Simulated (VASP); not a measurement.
# C (Fm-3m) in VASP: notebook

The runs below take C through single point, with BLYP.

All numbers are computed with VASP 6.6.1; they aren't measurements. Logs are shortened: lines on timing, memory, paths and dates and some standing lists are left out, and cuts for length are marked.

## Step 1: The crystal as given

The structure is cubic, space group Fm-3m (No. 225). Conventional cell: a = 3.204 Å, b = 3.204 Å, c = 3.204 Å, α = 90.00°, β = 90.00°, γ = 90.00°. C (site symmetry m-3m) is surrounded by 12 C at 2.27 Å.

This isn't the form of C at room conditions, which is graphite.

## Step 2: Single point, BLYP

File INCAR:

```
PREC     = Accurate       # precision mode
ENCUT    = 520            # plane-wave cutoff, eV
EDIFF    = 1E-7           # SCF threshold, eV
ISMEAR   = -1             # smearing method
SIGMA    = 0.1            # smearing width, eV
LREAL    = F              # projectors in reciprocal space
LASPH    = T              # aspherical terms in the spheres
NELM     = 60             # most SCF steps
ALGO     = Normal         # electronic algorithm
ISIF     = 2              # what is computed and relaxed
LWAVE    = F              # write WAVECAR
LCHARG   = F              # write CHGCAR
GGA      = B5             # functional
ALDAX    = 1.0          
AGGAX    = 1.0          
AGGAC    = 1.0          
ALDAC    = 0.0          
NBANDS   = 8              # bands
```

File KPOINTS:

```
Automatic mesh
0
Gamma
  28 28 28
```

File POSCAR:

```
C
1.0
    0.0000000000      1.6019877023      1.6019877023
    1.6019877023      0.0000000000      1.6019877023
    1.6019877023      1.6019877023      0.0000000000
C
1
Direct
    0.0000000000      0.0000000000      0.0000000000
```

Potentials or basis: VASP PAW PBE potentials, release 64 (C).

Run with:

```console
cat potpaw_PBE.64/C/POTCAR > POTCAR
mpirun -np 1 vasp_std > vasp.out
```

OUTCAR:

```text
PREC = Accurate
   ENCUT = 520
   EDIFF = 1E-7
   ISMEAR = -1
   LREAL = F
   LASPH = T
   NELM = 60
   ISIF = 2
   GGA = B5

 ion  position               nearest neighbor table
   1  0.000  0.000  0.000-

  LATTYP: Found a face centered cubic cell.
 ALAT       =     3.2039754046

  Lattice vectors:

 A1 = (   0.0000000000,   1.6019877023,   1.6019877023)
 A2 = (   1.6019877023,   0.0000000000,   1.6019877023)
 A3 = (   1.6019877023,   1.6019877023,   0.0000000000)

Analysis of symmetry for initial positions (statically):
=====================================================================
 Subroutine PRICEL returns:
 Original cell was already a primitive cell.

 Routine SETGRP: Setting up the symmetry group for a
 face centered cubic supercell.

 Subroutine GETGRP returns: Found 48 space group operations
 (whereof 48 operations were pure point group operations)
 out of a pool of 48 trial point group operations.

The static configuration has the point symmetry O_h .

Analysis of symmetry for dynamics (positions and initial velocities):
=====================================================================
 Subroutine PRICEL returns:
 Original cell was already a primitive cell.

 Routine SETGRP: Setting up the symmetry group for a
 face centered cubic supercell.

 Subroutine GETGRP returns: Found 48 space group operations
 (whereof 48 operations were pure point group operations)
 out of a pool of 48 trial point group operations.

The dynamic configuration has the point symmetry O_h .

 Subroutine INISYM returns: Found 48 space group operations
 (whereof 48 operations are pure point group operations),
 and found     1 'primitive' translations

----------------------------------------------------------------------------------------

                                     Primitive cell

  volume of cell :       8.2226

  direct lattice vectors                    reciprocal lattice vectors
     0.000000000  1.601987702  1.601987702    -0.312112259  0.312112259  0.312112259
     1.601987702  0.000000000  1.601987702     0.312112259 -0.312112259  0.312112259
     1.601987702  1.601987702  0.000000000     0.312112259  0.312112259 -0.312112259

  length of vectors
     2.265552735  2.265552735  2.265552735     0.540594290  0.540594290  0.540594290

  position of ions in fractional coordinates (direct lattice)
     0.000000000  0.000000000  0.000000000

  ion indices of the primitive-cell ions
   primitive index   ion index
                 1           1

----------------------------------------------------------------------------------------

 KPOINTS: Automatic mesh

Automatic generation of k-mesh.
 Grid dimensions read from file:
 generate k-points for:   28   28   28

 Generating k-lattice:

  Cartesian coordinates                     Fractional coordinates (reciprocal lattice)
    -0.011146866  0.011146866  0.011146866     0.035714286  0.000000000  0.000000000
     0.011146866 -0.011146866  0.011146866     0.000000000  0.035714286  0.000000000
     0.011146866  0.011146866 -0.011146866     0.000000000  0.000000000  0.035714286

  Length of vectors
     0.019306939  0.019306939  0.019306939

  Shift w.r.t. Gamma in fractional coordinates (k-lattice)
     0.000000000  0.000000000  0.000000000

 Subroutine IBZKPT returns following result:
 ===========================================

 Found    624 irreducible k-points:

 Following reciprocal coordinates:
            Coordinates               Weight
  0.000000  0.000000  0.000000      1.000000
  0.035714  0.000000  0.000000      8.000000
  0.071429  0.000000  0.000000      8.000000
  0.107143  0.000000  0.000000      8.000000
  0.142857  0.000000  0.000000      8.000000
  0.178571  0.000000  0.000000      8.000000
[... 16 lines left out ...]
  0.285714  0.035714  0.000000     24.000000
  0.321429  0.035714  0.000000     24.000000
 [... further k-points ...]
   k-points           NKPTS =    624   k-points in BZ     NKDIM =    624   number of bands    NBANDS=      8
   number of dos      NEDOS =    301   number of ions     NIONS =      1
   total plane-waves  NPLWV =   5832
   dimension x,y,z NGX =    18 NGY =   18 NGZ =   18
   dimension x,y,z NGXF=    36 NGYF=   36 NGZF=   36
   ions per type =               1
   NGX,Y,Z   is equivalent  to a cutoff of  13.21, 13.21, 13.21 a.u.
   NGXF,Y,Z  is equivalent  to a cutoff of  26.42, 26.42, 26.42 a.u.
 SYSTEM =  unknown system
   PREC   = accura    normal or accurate (medium, high low for compatibility)
   ISTART =      0    job   : 0-new  1-cont  2-samecut
   ICHARG =      2    charge: 1-file 2-atom 10-const
   ISPIN  =      1    spin polarized calculation?
   LNONCOLLINEAR =      F non collinear calculations
   LSORBIT =      F    spin-orbit coupling
   LASPH  =      T    aspherical Exc in radial PAW
   ENCUT  =  520.0 eV  38.22 Ry    6.18 a.u.   4.21  4.21  4.21*2*pi/ulx,y,z
   NELM   =     60;   NELMIN=  2; NELMDL= -5     # of ELM steps
   EDIFF  = 0.1E-06   stopping-criterion for ELM
   LREAL  =      F    real-space projection
   EDIFFG = 0.1E-05   stopping-criterion for IOM
   NSW    =      0    number of steps for IOM
   IBRION =     -1    ionic relax: 0-MD 1-quasi-New 2-CG
   NFREE  =      0    steps in history (QN), initial steepest desc. (CG)
   ISIF   =      2    stress and relaxation
   ISYM   =      2    0-nonsym 1-usesym 2-fastsym
   POTIM  = 0.5000    time-step for ionic-motion
   TEBEG  =    0.0;   TEEND  =   0.0 temperature during run
   PSTRESS=    0.0 pullay stress
   NELECT =       4.0000    total number of electrons
   NUPDOWN=      -1.0000    fix difference up-down
   EMIN   =  10.00;   EMAX   =-10.00  energy-range for DOS
   EFERMI =   0.00;   METHOD = LEGACY
   ISMEAR =    -1;   SIGMA  =   0.10  broadening in eV -4-tet -1-fermi 0-gaus
   EFERMI_NEDOS =   21; number of points for ismear=-14 and -15
   IALGO  =     38    algorithm
   IMIX   =      4    mixing-type and parameters
     AMIX     =   0.40;   BMIX     =  1.00
     AMIX_MAG =   1.60;   BMIX_MAG =  1.00
  volume/ion in A,a.u.               =       8.22        55.49
  Fermi-wavevector in a.u.,A,eV,Ry     =   1.287535  2.433088 22.555003  1.657746
  Thomas-Fermi vector in A             =   2.419543
   LORBIT       =      0    0 simple, 1 ext, 2 COOP (PROOUT), +10 PAW based schemes
   GGA     = B5    functional components
   LHFCALC =     F    Hartree Fock is set to
   AEXX    =    0.0000 exact exchange contribution
   IVDW    =     0    specifies the selected vdW correction
   LEPSILON=     F    determine dielectric tensor
   LRPA    =     F    only Hartree local field effects (RPA)
 non-spin polarized calculation
  energy-cutoff  :      520.00
  volume of cell :        8.22
 maximum number of plane-waves:       230
 NGX is ok and might be reduce to    18
   NGX =  9   NGY =  9   NGZ =  9

 number of electron       4.0000000 magnetization

 Free energy of the ion-electron system (eV)
  ---------------------------------------------------
  ext. energy  EPLUGINS =         0.00000000
  ---------------------------------------------------
  free energy    TOTEN  =        -3.91373090 eV

  energy without entropy =       -3.89990325  energy(sigma->0) =       -3.90681707

 E-fermi :   6.4120     XC(G=0): -11.3996

 val. band max:        6.4084839564   @ k =  -0.1786   0.2857   0.1071
 cond. band min:       6.4167145411   @ k =  -0.4286   0.4286   0.0714
 fundamental gap:      0.0082305847
 Fermi energy:         6.4120184985

 k-point     1 :       0.0000    0.0000    0.0000
  band No.  band energies     occupation
      1     -10.6326      2.00000
      2      13.2737      0.00000
      3      13.2737      0.00000
      4      13.2737      0.00000
      5      34.5038      0.00000
      6      35.2130      0.00000
      7      35.2130      0.00000
      8      35.2130      0.00000

 k-point     2 :       0.0357    0.0000    0.0000
  band No.  band energies     occupation
      1     -10.5862      2.00000
      2      13.1417      0.00000
      3      13.2520      0.00000
      4      13.2520      0.00000
      5      34.5040      0.00000
      6      34.7091      0.00000
      7      35.2816      0.00000
      8      35.2816      0.00000

 k-point     3 :       0.0714    0.0000    0.0000
  band No.  band energies     occupation
      1     -10.4470      2.00000
      2      12.7464      0.00000
      3      13.1865      0.00000
      4      13.1865      0.00000
      5      33.6911      0.00000
      6      34.5130      0.00000
      7      35.4728      0.00000
      8      35.4728      0.00000

 k-point     4 :       0.1071    0.0000    0.0000
  band No.  band energies     occupation
      1     -10.2153      2.00000
      2      12.1059      0.00000
      3      13.0850      0.00000
      4      13.0850      0.00000
      5      32.6613      0.00000
      6      34.5177      0.00000
      7      35.7380      0.00000
      8      35.7380      0.00000

 k-point     5 :       0.1429    0.0000    0.0000
  band No.  band energies     occupation
      1      -9.8915      2.00000
      2      11.2452      0.00000
      3      12.9533      0.00000
      4      12.9533      0.00000
      5      31.7710      0.00000
      6      34.5161      0.00000
      7      35.9810      0.00000
      8      35.9810      0.00000

 k-point     6 :       0.1786    0.0000    0.0000
  band No.  band energies     occupation
      1      -9.4762      2.00000
      2      10.1996      0.00000
      3      12.8008      0.00000
      4      12.8008      0.00000
      5      31.0557      0.00000
      6      34.5005      0.00000
      7      36.0614      0.00000
      8      36.0614      0.00000

 k-point     7 :       0.2143    0.0000    0.0000
  band No.  band energies     occupation
      1      -8.9704      2.00000
      2       9.0102      0.00000
      3      12.6394      0.00000
      4      12.6394      0.00000
      5      30.5099      0.00000
      6      34.4647      0.00000
      7      35.8750      0.00000
      8      35.8750      0.00000
[... 133 lines left out ...]
 k-point    20 :       0.1786    0.0357    0.0000
  band No.  band energies     occupation
      1      -9.5838      2.00000
      2      10.5708      0.00000
      3      12.6254      0.00000
      4      12.9431      0.00000
      5      31.1357      0.00000
      6      34.3459      0.00000
      7      36.0163      0.00000
      8      36.2297      0.00000

 k-point    21 :       0.2143    0.0357    0.0000
  band No.  band energies     occupation
      1      -9.1082      2.00000
      2       9.4324      0.00000
      3      12.4508      0.00000
      4      12.7944      0.00000
      5      30.5798      0.00000
      6      34.1892      0.00000
      7      35.9267      0.00000
      8      36.1602      0.00000

 k-point    22 :       0.2500    0.0357    0.0000
  band No.  band energies     occupation
      1      -8.5429      2.00000
      2       8.1767      0.00000
      3      12.2824      0.00000
      4      12.6302      0.00000
      5      30.1714      0.00000
      6      33.9210      0.00000
      7      35.7092      0.00000
      8      35.8480      0.00000

 k-point    23 :       0.2857    0.0357    0.0000
  band No.  band energies     occupation
      1      -7.8895      2.00000
      2       6.8442      0.02620
      3      12.1286      0.00000
      4      12.4596      0.00000
      5      29.8855      0.00000
      6      33.5416      0.00000
      7      35.3751      0.00000
      8      35.4833      0.00000

 k-point    24 :       0.3214    0.0357    0.0000
  band No.  band energies     occupation
      1      -7.1502      2.00000
      2       5.4709      1.99984
      3      11.9951      0.00000
      4      12.2914      0.00000
      5      29.6963      0.00000
      6      33.1063      0.00000
      7      34.8430      0.00000
      8      35.2942      0.00000

 [... further k-points ...]
[... 5 lines left out ...]
  --------------------------------------------------------------------------------------
  -------------------------------------------------------------------------------------
  Total        0.0075052      0.0075052      0.0075052     -0.0000000      0.0000000     -0.0000000
  in kB        1.4623923      1.4623923      1.4623923     -0.0000000      0.0000000     -0.0000000
  external PRESSURE =       1.4623923 kB  Pullay stress =       0.0000000 kB

 VOLUME and BASIS-vectors are now :
 -----------------------------------------------------------------------------
  energy-cutoff  :      520.00
  volume of cell :        8.22
      direct lattice vectors                 reciprocal lattice vectors
     0.000000000  1.601987702  1.601987702    -0.312112259  0.312112259  0.312112259
     1.601987702  0.000000000  1.601987702     0.312112259 -0.312112259  0.312112259
     1.601987702  1.601987702  0.000000000     0.312112259  0.312112259 -0.312112259

 POSITION                                       TOTAL-FORCE (eV/Angst)
 -----------------------------------------------------------------------------------
      0.00000      0.00000      0.00000        -0.000000      0.000000     -0.000000
 -----------------------------------------------------------------------------------
    total drift:                                0.000000     -0.000000     -0.000000

  FREE ENERGIE OF THE ION-ELECTRON SYSTEM (eV)
  ---------------------------------------------------
  free  energy   TOTEN  =        -3.9137308994 eV

  energy  without entropy=       -3.8999032483  energy(sigma->0) =       -3.90681707
```

It took 16 s on 1 thread of Intel Xeon 6975P-C (Granite Rapids), shared host; peak memory 0.13 GiB.

Results:

```
Free energy            : -3.9137 eV
Pressure               : 0.1 GPa
Band gap on the k mesh : none (metal or under the smearing width)
```

Caveat: the PAW data sets were made with another functional, which shifts forces and pressure a little.

## Step 3: Single point, BLYP

This run uses another cell than the first one, of 9.21 Å³/atom, 1.120 times its volume.

File INCAR:

```
SYSTEM = C
PREC = Accurate
ENCUT = 520
EDIFF = 1E-7
ISMEAR = -1
SIGMA = 0.1
LREAL = .False.
LASPH = .True.
NELM = 60
ALGO = Normal
ISIF = 2
LWAVE = .False.
LCHARG = .False.
GGA = B5
ALDAX = 1.0
AGGAX = 1.0
AGGAC = 1.0
ALDAC = 0.0
NBANDS = 8
```

File KPOINTS:

```
Automatic mesh
0
Gamma
  19 19 19
  0 0 0
```

File POSCAR:

```
C
1.0
    0.0000000000      1.6636623390      1.6636623390
    1.6636623390      0.0000000000      1.6636623390
    1.6636623390      1.6636623390      0.0000000000
C
1
Direct
    0.0000000000      0.0000000000      0.0000000000
```

Potentials or basis: VASP PAW PBE potentials, release 64 (C).

Run with:

```console
cat potpaw_PBE.64/C/POTCAR > POTCAR
mpirun -np 1 vasp_std > vasp.out
```

Wall time 6.6 s (1 thread of Intel Xeon 6975P-C (Granite Rapids), shared host); peak memory 0.12 GiB.

It converged, with:

* Free energy: -3.8781 eV
* Pressure: -11.0 GPa
* Band gap on the k mesh: none (metal or under the smearing width)

Levels at points of the mesh, in eV from the Fermi level:
```csv
k point,band 1,band 2,band 3,band 4,band 5
"(0.00, 0.00, 0.00)",-15.79,6.11,6.11,6.11,25.16
```

Caveat: the PAW data sets were made with another functional, which shifts forces and pressure a little.
